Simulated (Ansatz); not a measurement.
**Zr8O17, charge -2: a relaxation**

Aim: a sound relaxation of Zr8O17, charge -2. The structure is shown as the input types it.

Program: Ansatz 0.2.0. Level of theory: DFT PBE, scalar-relativistic, plane waves, PAW; settings changed (as first typed). These are calculated values, not measurements.

4 further runs of the same task are left out: 4 set aside as unsound or not needed.

## (1) The starting structure

The structure is triclinic, space group P1 (No. 1). The conventional cell has a = 6.817 Å, b = 7.376 Å, c = 7.376 Å, α = 90.58°, β = 116.25°, γ = 116.25°. Around Zr (site symmetry 1) lie 7 O at 2.02 to 2.27 Å. Zr (site symmetry 1) has 7 O at 2.04 to 2.24 Å as nearest neighbours. Zr (site symmetry 1) has 7 O at 2.09 to 2.23 Å as nearest neighbours. Around Zr (site symmetry 1) lie 7 O at 1.98 to 2.33 Å. Zr (site symmetry 1) is surrounded by 7 O at 2.04 to 2.27 Å. Around Zr (site symmetry 1) lie 8 O at 2.07 to 2.40 Å. Zr (site symmetry 1) is surrounded by 7 O at 2.07 to 2.29 Å. Only part of the 25 independent sites is listed.

Structure file:

```
Zr O
1.0
    -4.29744    0.00000   -5.29176
     5.18957    5.24208   -0.01199
     5.18957   -5.24208   -0.01199
Zr O
8 17
Cartesian
  3.9048 -0.1736 -1.1162
  9.1382 -0.1657 -1.0567
  4.3164 -2.3792 -3.7439
  4.4977 2.8210 -3.8353
  1.6882 -2.8132 -1.5500
  1.6242 2.4398 -1.5203
  -3.0643 0.2244 -4.2435
  2.1068 0.2822 -4.1876
  5.6198 0.9145 -0.8364
  0.4828 0.9086 -0.8102
  0.9855 -3.4380 -3.5412
  0.9186 1.8254 -3.4538
  -1.4776 1.3830 -5.1919
  3.7199 1.3640 -5.2050
  2.7354 -1.2060 -2.7711
  3.1333 4.0109 -2.6360
  3.2590 -3.9379 -2.5653
  3.2593 1.3191 -2.5583
  2.3114 -1.3361 -0.0848
  7.4992 -1.3379 -0.0780
  4.8823 -1.8518 -1.6885
  5.1890 3.5360 -1.8772
  5.5312 -0.8543 -4.5379
  0.3679 -0.8016 -4.4703
  6.9102 -0.8889 -2.5055
```

## (2) The run

Contents of input.yaml:

```yaml
crystal:
  lattice:
    - [-4.2974406772, 0.0, -5.2917551017]
    - [5.189566393, 5.2420800908, -0.0119864089]
    - [5.189566393, -5.2420800908, -0.0119864089]
  atoms:
    - { symbol: Zr, position: [0.2088333496, 0.4461220452, 0.4792389444] }
    - { symbol: Zr, position: [0.195328637, 0.9455139502, 0.9771237899] }
    - { symbol: Zr, position: [0.704297742, 0.4805475255, 0.9344202054] }
    - { symbol: Zr, position: [0.7214543507, 1.001128103, 0.4629746237] }
    - { symbol: Zr, position: [0.2916191856, 0.0150638832, 0.5517275365] }
    - { symbol: Zr, position: [0.2860544457, 0.5076407998, 0.0422056677] }
    - { symbol: Zr, position: [0.8017384491, 0.0581160943, 0.0153155319] }
    - { symbol: Zr, position: [0.788948109, 0.556568957, 0.5027304265] }
    - { symbol: O, position: [0.1553154274, 0.6929860169, 0.518535798] }
    - { symbol: O, position: [0.152611857, 0.1963696165, 0.0230431391] }
    - { symbol: O, position: [0.6675050015, 0.0434075851, 0.6992536607] }
    - { symbol: O, position: [0.651048381, 0.5321768014, 0.1839634179] }
    - { symbol: O, position: [0.9799445885, 0.3952946565, 0.1314694984] }
    - { symbol: O, position: [0.9801513576, 0.8943337821, 0.6341273826] }
    - { symbol: O, position: [0.5214857458, 0.3644347672, 0.5945000356] }
    - { symbol: O, position: [0.4958276644, 0.8897480491, 0.1246211509] }
    - { symbol: O, position: [0.48245367, 0.1381484969, 0.889353993] }
    - { symbol: O, position: [0.481121376, 0.6390479457, 0.3874049942] }
    - { symbol: O, position: [0.0149874077, 0.1014577928, 0.3563407479] }
    - { symbol: O, position: [0.0114479182, 0.5996546811, 0.85488324] }
    - { symbol: O, position: [0.3163534636, 0.4247575488, 0.7780131158] }
    - { symbol: O, position: [0.351810722, 0.9828782245, 0.3083418903] }
    - { symbol: O, position: [0.8535183407, 0.8048230075, 0.9677960827] }
    - { symbol: O, position: [0.8430173746, 0.3080309514, 0.4609561062] }
    - { symbol: O, position: [0.4695681652, 0.7754132987, 0.9449838567] }
  host:
    lattice:
      - [5.189566393, 0.0, -0.0119864089]
      - [0.0, 5.2420800908, 0.0]
      - [-0.8921257157, 0.0, 5.3037415106]
    atoms:
      - { symbol: Zr, position: [0.7242321914, 0.9562064282, 0.7899661612] }
      - { symbol: Zr, position: [0.7242321914, 0.5437935718, 0.2899661612] }
      - { symbol: Zr, position: [0.2757678086, 0.4562064282, 0.7100338388] }
      - { symbol: Zr, position: [0.2757678086, 0.0437935718, 0.2100338388] }
      - { symbol: O, position: [0.0649840473, 0.1736495616, 0.8500018186] }
      - { symbol: O, position: [0.0649840473, 0.3263504384, 0.3500018186] }
      - { symbol: O, position: [0.5490158777, 0.2567540144, 0.0244693241] }
      - { symbol: O, position: [0.4509841223, 0.7567540144, 0.4755306759] }
      - { symbol: O, position: [0.5490158777, 0.2432459856, 0.5244693241] }
      - { symbol: O, position: [0.4509841223, 0.7432459856, 0.9755306759] }
      - { symbol: O, position: [0.9350159527, 0.6736495616, 0.6499981814] }
      - { symbol: O, position: [0.9350159527, 0.8263504384, 0.1499981814] }
total_charge: -2
basis:
  ecutwfc: 420
  xc_grid: 2
kpoints:
  mp_grid: { grid: [2, 2, 2], shift: [0.5, 0.5, 0.5] }
hamiltonian:
  xc: pbe
scf:
  occupations: { method: gaussian, width: 0.02 }
  max_iter: 75
output:
  forces: true
  eigenvalues: true
relax:
  adjacent_minimum: "off"
  f_tol: 0.03
  max_steps: 40
magnetization:
  spin_polarized: true
  initial_magnetization: 7
```

Run with:

```
> ansatz run input.yaml --threads 8 --pin off --max-ram 16384MiB --backend cpu --events-out ev --progress --plain --runs-dir out
```

**Question.** How will this run end, and is anything wrong with its input?

This run ends as converged, with warnings (seeded moment not kept). Convergence says nothing about whether the input makes sense.

In the input, magnetization.spin_polarized is true; magnetization.initial_magnetization is 7. What could go wrong: unrealistic starting moment. The run ends with a total moment of 0.00 μB. It still converged here, which does not make the setting sound.

To check: delete magnetization.spin_polarized and magnetization.initial_magnetization (the default then holds).
